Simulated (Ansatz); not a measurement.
# AlN (P6_3/mmc), axial (c/a) deformation path

These are results of Ansatz, DFT LDA, scalar-relativistic, plane waves, PAW, not measurements. Settings: plane waves to 300 eV, k-mesh 6×6×4 (Γ-centred), Gaussian smearing 0.05 eV. The mesh is coarse. No spin polarisation. Energies are free energies at this smearing, counted from the undisturbed cell; pressure is positive in compression.

The starting cell (as given, not relaxed at this level; it stands at -9.6 GPa; this form isn't the usual structure):

```yaml
crystal:
  lattice:
    - [3.31212, 0.00000, 0.00000]
    - [-1.65606, 2.86838, 0.00000]
    - [0.00000, 0.00000, 4.18756]
  atoms:
    - { symbol: Al, position: [0.33333, 0.66667, 0.75000] }
    - { symbol: Al, position: [0.66667, 0.33333, 0.25000] }
    - { symbol: N, position: [0.33333, 0.66667, 0.25000] }
    - { symbol: N, position: [0.66667, 0.33333, 0.75000] }
```

At fixed volume and fractional coordinates, lengths along (0.000, 0.000, 1.000) are scaled against those across it; ρ is that ratio over its starting value. At -10 GPa the given cell is far from its own equilibrium, so these figures belong to a strongly strained crystal.

| ρ | ΔE (meV/atom) |
| --- | --- |
| 0.800 | 223.7 |
| 0.850 | 105.1 |
| 0.920 | 22.4 |
| 0.960 | 4.7 |
| 1.000 | 0.0 |
| 1.050 | 6.9 |
| 1.100 | 28.6 |
| 1.200 | 103.1 |
| 1.300 | 229.8 |

Problem. Predict the pressure (GPa) at each point.

Solution.
| ρ | pressure (GPa) |
| --- | --- |
| 0.800 | 4.3 |
| 0.850 | -4.0 |
| 0.920 | -9.7 |
| 0.960 | -10.3 |
| 1.000 | -9.6 |
| 1.050 | -6.5 |
| 1.100 | -2.6 |
| 1.200 | 8.7 |
| 1.300 | 21.6 |

Cost: 9 runs of about 0.11 core-minutes in all, on Arm Neoverse V1 (shared hosts).